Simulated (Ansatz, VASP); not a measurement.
## Mg5Ge in VASP and in Ansatz

The input INCAR:

```
SYSTEM = Mg5Ge
  ALGO = Normal
  EDIFF = 1E-7
  ENCUT = 520
  ISIF = 2
  ISMEAR = -1
  LASPH = .True.
  LCHARG = .False.
  LREAL = .False.
  LWAVE = .False.
  NBANDS = 21
  NELM = 60
  PREC = Accurate
  SIGMA = 0.05
```

Contents of KPOINTS:

```
k-points
0
Gamma
  5 5 5
  0 0 0
```

POSCAR

```
Mg5Ge
1.0
    0.0000000000      4.1238916516      4.1238916516
    4.1238916516      0.0000000000      4.1238916516
    4.1238916516      4.1238916516      0.0000000000
Mg Ge
5 1
Direct
    0.7500000000      0.7500000000      0.7500000000
    0.3748300000      0.8755000000      0.3748300000
    0.3748300000      0.3748300000      0.8755000000
    0.8755000000      0.3748300000      0.3748300000
    0.3748300000      0.3748300000      0.3748300000
    0.0000000000      0.0000000000      0.0000000000
```

Input for Ansatz:

```yaml
crystal:
  lattice:
    - [0.0, 4.123891651617488, 4.123891651617488]
    - [4.123891651617488, 0.0, 4.123891651617488]
    - [4.123891651617488, 4.123891651617488, 0.0]
  atoms:
    - { symbol: Mg, position: [0.75, 0.75, 0.75] }
    - { symbol: Mg, position: [0.37483, 0.8755, 0.37483] }
    - { symbol: Mg, position: [0.37483, 0.37483, 0.8755] }
    - { symbol: Mg, position: [0.8755, 0.37483, 0.37483] }
    - { symbol: Mg, position: [0.37483, 0.37483, 0.37483] }
    - { symbol: Ge, position: [0.0, 0.0, 0.0] }
basis:
  ecutwfc: 500.0
kpoints:
  mp_grid:
    grid: [5, 5, 5]
hamiltonian:
  xc: lda
  pseudopotentials:
    kind: paw
scf:
  occupations:
    method: fermi_dirac
    width: 0.05
output:
  stress: true
```

The cell comes from a database or a generator and needn't be the stable form of this composition.

Alike in both runs: task single point; functional LDA; k mesh 5 × 5 × 5; occupations fermi-dirac, width 0.05 eV; no spin polarisation.

|  | VASP | Ansatz |
| --- | --- | --- |
| version | VASP 6.6.1 | Ansatz 0.2.0 |
| potentials or method | VASP PAW LDA potentials, release 64 (Mg, Ge_d) | plane waves, PAW |
| plane-wave cutoff (eV) | 520 | 500 |
| valence electrons in the cell | 24 | 64 |

|  | VASP | Ansatz | Ansatz less VASP |
| --- | --- | --- | --- |
| pressure (GPa) | -3.4 | -3.0 | +0.36 |

The two sets of potentials don't hold the same shells in valence. Ansatz warned: «structure_snapped_to_symmetry».
